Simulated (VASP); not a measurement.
PtS2 under changes of volume

One of the cells (18.626 Å³/atom); the others are scaled copies at fixed shape and fractional positions:

```
Pt S
1.0
     3.56667    0.00000    0.00000
    -1.78333    3.08882    0.00000
     0.00000    0.00000    5.07217
Pt S
1 2
Direct
  0.00000 0.00000 0.00000
  0.66667 0.33333 0.77300
  0.33333 0.66667 0.22700
```

```yaml
Program: VASP 6.6.1
Functional: PBEsol
Potentials_or_basis: VASP PAW PBE potentials, release 64 (Pt, S)
Cutoff: 520 eV
k_mesh: 9 × 9 × 5
Occupations: fermi-dirac, width 0.05 eV
Spin: no spin polarisation
```

```csv
volume (Å³/atom),energy over the lowest point (meV/atom),pressure (GPa),gap on the mesh (eV),largest force (eV/Å)
17.165,?,?,?,?
17.531,58.48,13.6,1.01,1.601
17.896,31.87,9.6,0.98,1.252
18.626,3.49,2.9,0.94,0.633
18.992,0.00,0.1,0.92,0.360
19.357,2.66,-2.5,0.90,0.108
```

Question: What does the run at 17.165 Å³/atom give?

Answer: Energy over the lowest point 94.70 meV/atom; pressure 18.1 GPa; gap on the mesh 1.02 eV; largest force 1.981 eV/Å.

Worked out: A Birch-Murnaghan fit of order 3 (a polynomial in V^(-2/3)) to the other rows has its minimum at 19.01 Å³/atom with B0 = V·E''(V) = 139 GPa and B' = 4.8 at fixed shape and positions, which overstates the stiffness. It gives 94.82 meV/atom at 17.165 Å³/atom, against the run's 94.70, and -dE/dV = 18.2 GPa, against 18.1. A straight line through the other rows of the gap, of slope -1.09 eV per unit of ln V, extrapolates to 1.03 eV, against the run's 1.02.

Energies are extrapolated to zero smearing.

Caveats: the PAW data sets were made with another functional, which shifts forces and pressure a little; spin-orbit coupling is left out, which moves the levels of the heavy elements; an odd mesh through Γ misses points on the zone boundary, where band edges often lie.
